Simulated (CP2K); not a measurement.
# ZrO2 in CP2K: the effect of functional

ZrO2:

```
Zr O
1.0
     3.59928    0.00000    0.00000
     1.79964    3.11706    0.00000
     1.79964    1.03902    2.93880
Zr O
1 2
Direct
  0.00000 0.00000 0.00000
  0.75000 0.75000 0.75000
  0.25000 0.25000 0.25000
```

Measurements of this composition are mostly on another form, of space group No. 14.

Alike in all runs:

| Property | Result |
| --- | --- |
| Program | CP2K 2026.2 |
| Task | atomic charges |
| Potentials or basis | POTENTIAL_UZH Zr GTH-PBE-q12, O GTH-PBE-q6; TZVP-MOLOPT-PBE-GTH basis |
| Density cutoff | 11565 eV |
| k mesh | 9 × 9 × 9 |
| Occupations | fermi-dirac, width 0.05 eV |
| Spin | no spin polarisation |

Task: One run gave: gap on the mesh 3.50 eV; pressure 5.0 GPa. Which functional did it use?
A. BEEF-vdW
B. LDA
C. PBEsol
D. optB88-vdW
E. revPBE

Result: D.

```csv
functional,gap on the mesh (eV),pressure (GPa)
PBE,3.49,5.8
LDA,3.37,-4.6
PBEsol,3.43,-0.7
revPBE,3.52,8.6
optB88-vdW,3.50,5.0
BEEF-vdW,3.55,7.4
```

Caveats: an odd mesh through Γ misses points on the zone boundary, where band edges often lie; the basis of atomic orbitals isn't converged, which shifts pressures, moduli and gaps; the potentials were made for another functional, which shifts forces and pressure (some runs).
